**Pressure of fcc aluminium against Gaussian smearing width on a fixed k mesh**

The table holds the pressure of one fixed one-atom fcc Al cell for twelve Gaussian smearing widths from 0.011 to 0.1 eV, computed with GPAW (PBE, PAW, 600 eV plane waves, 11×11×11 mesh). The program uses the unrounded pressures, free energies and entropy terms of the same runs to work out slopes, local exponents and an apparent density of states, checks $\partial F/\partial\sigma=-S$, counts the symmetry stars of the mesh, and compares with a parameter-free free-electron estimate $P=g\sigma^2/6V$. The plateaus prove to be rounding, and the pressure rise of 0.0915 GPa is 15 times the estimate over the full range and about 100 times over the narrow widths. The apparent density of states falls from 2.31 to 0.59 per eV against 0.386 for free electrons, and a large star holds 0.072 electron, which points to discrete k sampling. The 0.1 eV row, from a separate series, shows no offset in two consistency checks.

GPAW 26.7.0, plane-wave PBE calculations without spin polarisation for fcc Al (one-atom cell, fixed at 16.60 Å³), with PAW data sets gpaw-data 1.2.1 and a 600 eV cutoff. All rows use an 11×11×11 k mesh and Gaussian smearing of the listed width; pressure is positive in compression.

## Analysis program

```python
# Table: pressure (GPa) of one fixed fcc Al cell against Gaussian smearing width; GPAW, PBE, PAW,
# 600 eV plane waves, 11x11x11 k mesh. Tested: rounding, slopes, dF/dw = -S, the w^2 law of the
# entropy term, and one parameter-free free-electron estimate of the smearing pressure.
T = {
    'smearing_width': ['0.011 eV', '0.013 eV', '0.014 eV', '0.016 eV', '0.018 eV', '0.019 eV', '0.021 eV', '0.022 eV', '0.024 eV', '0.026 eV', '0.027 eV', '0.1 eV'],
    'pressure': [-0.4, -0.39, -0.39, -0.39, -0.38, -0.38, -0.37, -0.37, -0.36, -0.36, -0.36, -0.3],  # GPa
}
import numpy as np, itertools
from scipy import constants as C
w = np.array([float(str(x).split()[0]) for x in T["smearing_width"]])
Pt = np.array(T["pressure"], float)
# further outputs of the same runs (GPa, eV, angstrom), typed in row order
P = -np.array([.3961,.39311,.39083,.38529,.37923,.37621,.37036,.36758,.36236,.3576,.35539,.30456])
F = -3.74 - 1e-6*np.array([4457,4483,4498,4529,4564,4583,4623,4644,4688,4733,4757,6823])
E0 = -3.74 - 1e-6*np.array([4387,4393,4394,4396,4399,4401,4406,4410,4418,4430,4436,5336])
ent = 1e-6*np.array([140,181,207,266,0,365,434,469,538,608,643,2973.])  # size of entropy term
ent[4] = 2*(E0[4]-F[4])  # not listed for this row: twice (extrapolated - free energy)
mu = {0: 7.124765, 10: 7.120466, 11: 7.112508}
cou = {0: -1.634582, 3: -1.639087, 6: -1.645308, 10: -1.651541, 11: -1.672677}
V, N, nk, B = 4.0496**3/4, 3, 11, 76.  # B: rough recalled bulk modulus of Al, GPa
u = C.e/1e-30/1e9  # eV/A^3 in GPa
EF = C.hbar**2*(3*np.pi**2*N/V*1e30)**(2/3)/(2*C.m_e*C.e)
g = 1.5*N/EF
Pe = g*w**2/(6*V)*u
S = ent/w
print(f"V {V:.2f} A^3; free electrons: E_F {EF:.2f} eV, g {g:.3f} /eV (band bottom in run 11.12 eV below E_F)")
print(f"table rounding 0.005 GPa; largest table - unrounded {abs(Pt-P).max():.4f} GPa")
print("w eV | P table, unrounded GPa | entropy meV | S | apparent g /eV | ratio to g | F, E0 drift meV")
for i in range(len(w)):
    ga = 2*ent[i]/w[i]**2
    print(f"{w[i]:.3f} | {Pt[i]:.2f} {P[i]:.4f} | {-1e3*ent[i]:.3f} | {S[i]:.4f} | {ga:.2f} | {ga/g:.1f} | "
          f"{1e3*(F[i]-F[0]):+.3f} {1e3*(E0[i]-E0[0]):+.3f}")
sl = np.diff(P)/np.diff(w)
ex = np.diff(np.log(ent))/np.diff(np.log(w))
de = np.where(np.arange(len(w)) == 4, 2e-6, .5e-6)/ent
ee = (de[1:]+de[:-1])/np.diff(np.log(w))
gam = sl/u*V/(.5*(S[1:]+S[:-1]))
print("interval eV | dP/dw GPa/eV (free el.) | entropy exponent (smooth 2) | dlnS/dlnV (free el. 0.67)")
for i in range(len(sl)):
    print(f"{w[i]:.3f}-{w[i+1]:.3f} | {sl[i]:.2f} ({(Pe[i+1]-Pe[i])/(w[i+1]-w[i]):.3f}) | "
          f"{ex[i]:.2f} +- {ee[i]:.2f} | {gam[i]:.1f}")
for j in (10, 11):
    dP, dPe = P[j]-P[0], Pe[j]-Pe[0]
    print(f"{w[0]}->{w[j]} eV: P rise {dP:.4f} GPa, free el. {dPe:.5f}, ratio {dP/dPe:.0f}; "
          f"E0 drift {100*(E0[j]-E0[0])/(F[j]-F[0]):.0f}% of F drift")
    print(f"   Fermi shift {1e3*(mu[j]-mu[0]):.1f} meV, free el. {-1e3*(w[j]**2-w[0]**2)/(8*EF):.3f} meV; "
          f"Coulomb {1e3*(cou[j]-cou[0]):.1f} meV")
I = -np.sum(.5*(S[1:11]+S[:10])*np.diff(w[:11]))
print(f"F change {w[0]}->{w[10]}: {1e3*(F[10]-F[0]):.3f} meV; minus integral of S: {1e3*I:.3f} meV")
d = w[11]-w[10]
print(f"F change {w[10]}->{w[11]}: {1e3*(F[11]-F[10]):.2f} meV; bracket from end S: {-1e3*S[10]*d:.2f} to {-1e3*S[11]*d:.2f}")
print("dP/dCoulomb from first row, GPa/eV:", ", ".join(f"{w[j]}: {(P[j]-P[0])/(cou[j]-cou[0]):.3f}" for j in (3, 6, 10, 11)))
stars = {}
for i, j, l in itertools.product(range(nk), repeat=3):
    c = (-i+j+l, i-j+l, i+j-l)
    im = []
    for p in itertools.permutations(c):
        for s in itertools.product((1, -1), repeat=3):
            x, y, z = p[0]*s[0], p[1]*s[1], p[2]*s[2]
            im.append((((y+z)//2) % nk, ((x+z)//2) % nk, ((x+y)//2) % nk))
    stars[min(im)] = len(set(im))
m = max(stars.values())
q = 2*m/nk**3
print(f"mesh: {nk**3} points, {len(stars)} stars, mean size {nk**3/len(stars):.1f}, largest {m}")
print(f"electrons per band: one point {2/nk**3:.4f}, largest star {q:.3f}; energy span of that charge at g {q/g:.2f} eV")
print("electrons within +-w at smooth g:", ", ".join(f"{w[j]}: {2*g*w[j]:.4f}" for j in (0, 10, 11)))
print(f"with rough B {B:.0f} GPa: volume stretch {-100*P[0]/B:.2f}% to {-100*P[11]/B:.2f}%; shift in edge {100*(P[11]-P[0])/B/3:.3f}%")
assert abs(Pt-P).max() < 0.0051
assert (sl > 0).all() and (P < 0).all()
assert abs(I/(F[10]-F[0])-1) < 0.02
assert (P[11]-P[0])/(Pe[11]-Pe[0]) > 10
```

Printed output:

```
V 16.60 A^3; free electrons: E_F 11.65 eV, g 0.386 /eV (band bottom in run 11.12 eV below E_F)
table rounding 0.005 GPa; largest table - unrounded 0.0047 GPa
w eV | P table, unrounded GPa | entropy meV | S | apparent g /eV | ratio to g | F, E0 drift meV
0.011 | -0.40 -0.3961 | -0.140 | 0.0127 | 2.31 | 6.0 | +0.000 +0.000
0.013 | -0.39 -0.3931 | -0.181 | 0.0139 | 2.14 | 5.5 | -0.026 -0.006
0.014 | -0.39 -0.3908 | -0.207 | 0.0148 | 2.11 | 5.5 | -0.041 -0.007
0.016 | -0.39 -0.3853 | -0.266 | 0.0166 | 2.08 | 5.4 | -0.072 -0.009
0.018 | -0.38 -0.3792 | -0.330 | 0.0183 | 2.04 | 5.3 | -0.107 -0.012
0.019 | -0.38 -0.3762 | -0.365 | 0.0192 | 2.02 | 5.2 | -0.126 -0.014
0.021 | -0.37 -0.3704 | -0.434 | 0.0207 | 1.97 | 5.1 | -0.166 -0.019
0.022 | -0.37 -0.3676 | -0.469 | 0.0213 | 1.94 | 5.0 | -0.187 -0.023
0.024 | -0.36 -0.3624 | -0.538 | 0.0224 | 1.87 | 4.8 | -0.231 -0.031
0.026 | -0.36 -0.3576 | -0.608 | 0.0234 | 1.80 | 4.7 | -0.276 -0.043
0.027 | -0.36 -0.3554 | -0.643 | 0.0238 | 1.76 | 4.6 | -0.300 -0.049
0.100 | -0.30 -0.3046 | -2.973 | 0.0297 | 0.59 | 1.5 | -2.366 -0.949
interval eV | dP/dw GPa/eV (free el.) | entropy exponent (smooth 2) | dlnS/dlnV (free el. 0.67)
0.011-0.013 | 1.49 (0.015) | 1.54 +- 0.04 | 11.6
0.013-0.014 | 2.28 (0.017) | 1.81 +- 0.07 | 16.5
0.014-0.016 | 2.77 (0.019) | 1.88 +- 0.03 | 18.3
0.016-0.018 | 3.03 (0.021) | 1.83 +- 0.07 | 18.0
0.018-0.019 | 3.02 (0.023) | 1.86 +- 0.14 | 16.7
0.019-0.021 | 2.92 (0.025) | 1.73 +- 0.03 | 15.2
0.021-0.022 | 2.78 (0.027) | 1.67 +- 0.05 | 13.7
0.022-0.024 | 2.61 (0.029) | 1.58 +- 0.02 | 12.4
0.024-0.026 | 2.38 (0.031) | 1.53 +- 0.02 | 10.8
0.026-0.027 | 2.21 (0.033) | 1.48 +- 0.04 | 9.7
0.027-0.100 | 0.70 (0.079) | 1.17 +- 0.00 | 2.7
0.011->0.027 eV: P rise 0.0407 GPa, free el. 0.00038, ratio 108; E0 drift 16% of F drift
   Fermi shift -4.3 meV, free el. -0.007 meV; Coulomb -17.0 meV
0.011->0.1 eV: P rise 0.0915 GPa, free el. 0.00613, ratio 15; E0 drift 40% of F drift
   Fermi shift -12.3 meV, free el. -0.106 meV; Coulomb -38.1 meV
F change 0.011->0.027: -0.300 meV; minus integral of S: -0.300 meV
F change 0.027->0.1: -2.07 meV; bracket from end S: -1.74 to -2.17
dP/dCoulomb from first row, GPa/eV: 0.016: -2.400, 0.021: -2.400, 0.027: -2.400, 0.1: -2.403
mesh: 1331 points, 56 stars, mean size 23.8, largest 48
electrons per band: one point 0.0015, largest star 0.072; energy span of that charge at g 0.19 eV
electrons within +-w at smooth g: 0.011: 0.0085, 0.027: 0.0209, 0.1: 0.0772
with rough B 76 GPa: volume stretch 0.52% to 0.40%; shift in edge 0.040%
```
